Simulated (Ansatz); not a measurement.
Os in several cubic structure types, each at its own equilibrium volume.

The calculation used PBE, plane waves, PAW datasets (generated hard set) in Ansatz.

Settings: cutoff 700 eV; no spin polarisation; Fermi–Dirac smearing of 0.0612 eV; k-meshes 25³ (bcc), 25³ (fcc).

Q: Rank the structures by energy per atom, lowest first.
A. bcc
B. fcc

A: B (0.0 meV/atom), A (751 meV/atom).

Q: Give the equilibrium volume and bulk modulus of each.

A: 
| structure | V₀ (Å³/atom) | B₀ (GPa) |
| --- | --- | --- |
| bcc | 14.77 | 351 |
| fcc | 14.33 | 389 |

Only these cubic types are compared here; the real ground state can be another structure or magnetic.

Model structures, not the usual forms at ambient conditions (metastable or hypothetical): Os (bcc type), Os (fcc type).
